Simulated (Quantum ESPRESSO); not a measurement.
Crystal: HfN.

```
Hf N
1.0
     0.00000    2.25600    2.25600
     2.25600    0.00000    2.25600
     2.25600    2.25600    0.00000
Hf N
1 1
Direct
  0.00000 0.00000 0.00000
  0.50000 0.50000 0.50000
```

```yaml
Program: Quantum ESPRESSO 7.5
Task: phonons
Functional: PBE
Potentials_or_basis: SG15 PBE 1.2
Cutoff: 1197 eV
Density_cutoff: 4789 eV
k_mesh: 8 × 8 × 8
Occupations: cold, width 0.2 eV
Spin: no spin polarisation
Mixing_beta: 0.5
Most_SCF_iterations: 120
SCF_threshold: 4e-10 Ry
```

Problem. What is the highest optical frequency at the zone centre?

Solution. 510 cm⁻¹, a mode of symmetry T1u (IR).

Optical modes at Γ, degenerate ones joined:
```csv
cm⁻¹,components,symmetry,active in
510,3,T1u,IR
```

Caveat: the mesh is thin for the phonons of a metal; the cell is more than 3 GPa from zero pressure, which shifts response properties; before the sum rule the acoustic modes lie tens of cm⁻¹ from zero, a sign that the density grid also shifts the optical modes.
